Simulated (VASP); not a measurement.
# GaN: single point with r2SCAN+rVV10

The system is GaN, a sheet with vacuum.

```xyz
2
Lattice="3.2000 0.0000 0.0000 -1.6000 2.7713 0.0000 0.0000 0.0000 14.0000" Properties=species:S:1:pos:R:3 pbc="T T T"
Ga    0.0000    1.8475    7.0000
N     1.6000    0.9238    7.0000
```

The cell was built by a generator and needn't be a form met in nature.

* Program: VASP 6.6.1
* Task: single point
* Functional: r2SCAN
* Dispersion: rVV10
* Potentials or basis: VASP PAW PBE potentials, release 64 (Ga_d, N)
* Cutoff: 520 eV
* k mesh: 12 × 12 × 1
* Occupations: gaussian, width 0.03 eV
* Spin: no spin polarisation

The band gap on the k mesh is 2.62 eV, indirect (least direct gap 2.82 eV).

Levels at points of the mesh, in eV from the valence-band top:
```
           k point  band 5  band 6  band 7  band 8  band 9  band 10  band 11  band 12  band 13  band 14
(0.00, 0.00, 0.00)  -13.38  -12.79   -2.67   -0.21   -0.21     2.62     5.38     5.54     6.95     7.67
(0.50, 0.00, 0.00)  -13.33  -11.71   -6.14   -2.08   -0.35     5.25     5.84     8.86     9.91    10.07
```

It took 2.3 min on 1 thread of Intel(R) Xeon(R) 6975P-C (Granite Rapids), with other jobs on the host, peak memory 0.49 GiB.

Caveat: the PAW data sets were made with another functional, which shifts forces and pressure a little. r2SCAN opens gaps a little over a GGA but as a rule still falls short of measured ones.
